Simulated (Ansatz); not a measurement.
## Stationary points along a deformation path in AlRu

Theory: Ansatz, DFT r2SCAN, scalar-relativistic, plane waves, PAW. Cutoff 500 eV, Γ-centred 18×18×18 k-points, Gaussian smearing of 0.15 eV. No spin polarisation. Energies are free energies at this smearing, counted from the undisturbed cell; pressure is positive in compression.

The starting cell (as given, not relaxed at this level; it stands at -2.0 GPa, and it needn't be the usual structure):

```
CELL_PARAMETERS angstrom
2.99160 0.00000 0.00000
0.00000 2.99160 0.00000
0.00000 0.00000 2.99160
ATOMIC_POSITIONS crystal
Al 0.00000 0.00000 0.00000
Ru 0.50000 0.50000 0.50000
```

At fixed volume and fractional coordinates, lengths along (0.000, 0.000, 1.000) are scaled against those across it; ρ is that ratio over its starting value. V = 13.387 Å³/atom. Δσ is the stress along the axis less the mean stress across it (compression positive).

```csv
ρ,ΔE (meV/atom),Δσ (GPa),space group
0.650,1218.3,107.60,P4/mmm
0.707,788.7,78.71,P4/mmm
0.780,402.9,62.11,P4/mmm
0.850,160.7,38.68,P4/mmm
0.920,38.3,17.35,P4/mmm
0.960,8.8,7.84,P4/mmm
1.000,0.0,0.00,Pm-3m
1.050,12.0,-8.77,P4/mmm
1.100,45.0,-16.58,P4/mmm
1.200,157.3,-29.16,P4/mmm
1.300,282.3,-24.12,P4/mmm
1.414,386.7,-23.59,P4/mmm
1.500,477.0,-31.93,P4/mmm
```

How does the stress give the slope of the energy, and where is the energy stationary?

Along the path d ln(length) is 2/3 d ln ρ on the axis and −1/3 d ln ρ across it, so dE/d ln ρ = −(2/3) V Δσ: the energy falls with ρ where Δσ is positive. Δσ vanishes or changes sign at ρ = 1.000 (Pm-3m), a minimum at 0.0 meV/atom. Pairs of stationary points between two samples would go unseen, and could change a minimum read from distant neighbours into a maximum. At ρ = 1.000 the cell is cubic, where symmetry alone makes the stress isotropic and the slope zero.

Which shear constant sets the curvature at ρ = 1?

For a cubic crystal E/V = (2/3) C (ln ρ)² with C = C′ = (C11 − C12)/2, so Δσ = −2C ln ρ. The parabola of Δσ against ln ρ through ρ = 0.960, 1 and 1.050 gives C ≈ 93 GPa with the ions clamped, rough because the steps are large. It is the stress–strain coefficient at this cell's pressure of -2.0 GPa, not the zero-pressure constant.

Integrate that slope from ρ = 1 to 1.200 by the trapezoid rule.

With V/N in Å³ and 1 eV/Å³ = 160.2 GPa the slopes at ρ = 1.000, 1.050, 1.100, 1.200 are 0, 488, 924, 1624 meV/atom per unit of ln ρ. The steps add 11.9 + 32.8 + 110.9 = 155.6 meV/atom, against 157.3 from the energies; the trapezoid rule misses the curvature of the slope within each step.

In a metal these slopes depend on the k mesh and the smearing.

Cost: 13 runs of about 2.3 core-minutes in all, on Intel Xeon 6975P-C (Granite Rapids) (shared hosts).